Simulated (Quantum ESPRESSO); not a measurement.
A run of Quantum ESPRESSO 7.5 is set up as follows.

File pw.in:

```
&CONTROL
  calculation = 'scf'
  prefix = 'pwscf'
  outdir = './tmp'
  pseudo_dir = './pseudo'
  tprnfor = .true.
  tstress = .true.
  disk_io = 'low'
/
&SYSTEM
  ibrav = 0
  nat = 5
  ntyp = 3
  ecutwfc = 56
  ecutrho = 448
  nbnd = 28
  input_dft = 'XC-000I-000I-120L-135L-000I-000I'
  occupations = 'smearing'
  smearing = 'fd'
  degauss = 0.00367493
/
&ELECTRONS
  conv_thr = 1d-09
  electron_maxstep = 120
  mixing_beta = 0.5
/
ATOMIC_SPECIES
Ta   180.9479 ta_pbe_v1.uspp.F.UPF
K     39.0983 k_pbe_v1.4.uspp.F.UPF
O     15.9990 o_pbe_v1.2.uspp.F.UPF
CELL_PARAMETERS angstrom
   3.9883000000    0.0000000000    0.0000000000
   0.0000000000    3.9883000000    0.0000000000
   0.0000000000    0.0000000000    3.9883000000
ATOMIC_POSITIONS angstrom
Ta     0.0000000000    0.0000000000    0.0000000000
K      1.9941500000    1.9941500000    1.9941500000
O      0.0000000000    0.0000000000    1.9941500000
O      0.0000000000    1.9941500000    0.0000000000
O      1.9941500000    0.0000000000    0.0000000000
K_POINTS automatic
6 6 6 1 1 1
```

The input scf2.in:

```
&CONTROL
  calculation = 'scf'
  prefix = 'pwscf'
  outdir = './tmp'
  pseudo_dir = './pseudo'
  tprnfor = .true.
  tstress = .true.
  disk_io = 'low'
/
&SYSTEM
  ibrav = 0
  nat = 5
  ntyp = 3
  ecutwfc = 56
  ecutrho = 448
  nbnd = 28
  input_dft = 'XC-000I-000I-120L-135L-000I-000I'
  occupations = 'fixed'
/
&ELECTRONS
  conv_thr = 1d-13
  electron_maxstep = 120
  mixing_beta = 0.5
  startingpot = 'file'
  startingwfc = 'file'
/
ATOMIC_SPECIES
Ta   180.9479 ta_pbe_v1.uspp.F.UPF
K     39.0983 k_pbe_v1.4.uspp.F.UPF
O     15.9990 o_pbe_v1.2.uspp.F.UPF
CELL_PARAMETERS angstrom
   3.9883000000    0.0000000000    0.0000000000
   0.0000000000    3.9883000000    0.0000000000
   0.0000000000    0.0000000000    3.9883000000
ATOMIC_POSITIONS angstrom
Ta     0.0000000000    0.0000000000    0.0000000000
K      1.9941500000    1.9941500000    1.9941500000
O      0.0000000000    0.0000000000    1.9941500000
O      0.0000000000    1.9941500000    0.0000000000
O      1.9941500000    0.0000000000    0.0000000000
K_POINTS automatic
6 6 6 1 1 1
```

ph.in

```
dielectric of KTaO3
&INPUTPH
  prefix = 'pwscf'
  outdir = './tmp'
  tr2_ph = 1d-18
  fildyn = 'dyn'
  niter_ph = 90
  alpha_mix(1) = 0.7
  epsil = .true.
  trans = .false.
  zeu = .true.
/
0.0000000000 0.0000000000 0.0000000000
```

Potentials or basis: GBRV 1.5 PBE.

The run is started by

```bash
$ OMP_NUM_THREADS=1 pw.x -in pw.in > pw.out
$ OMP_NUM_THREADS=1 pw.x -in scf2.in > scf2.out
$ OMP_NUM_THREADS=1 ph.x -in ph.in > ph.out
```

Question: Estimate the electronic dielectric tensor (diagonal).

Answer: 5.44.

Question: Predict the Born charges (mean of the diagonal).

Answer: Ta +8.76; K +1.16; O -3.30 e.

Question: What does it give for the pressure?

Answer: 1.3 GPa.

Born effective charge tensors (e):
atom 1, Ta
```
8.76 0.00 0.00
0.00 8.76 0.00
0.00 0.00 8.76
```
atom 2, K
```
1.16 0.00 0.00
0.00 1.16 0.00
0.00 0.00 1.16
```
atom 3, O
```
-1.66  0.00  0.00
 0.00 -1.66  0.00
 0.00  0.00 -6.57
```
atom 4, O
```
-1.66  0.00  0.00
 0.00 -6.57  0.00
 0.00  0.00 -1.66
```
atom 5, O
```
-6.57  0.00  0.00
 0.00 -1.66  0.00
 0.00  0.00 -1.66
```

Caveat: the potentials were made for another functional, which shifts forces and pressure. Spin-orbit coupling is left out, which matters for the levels of Ta.
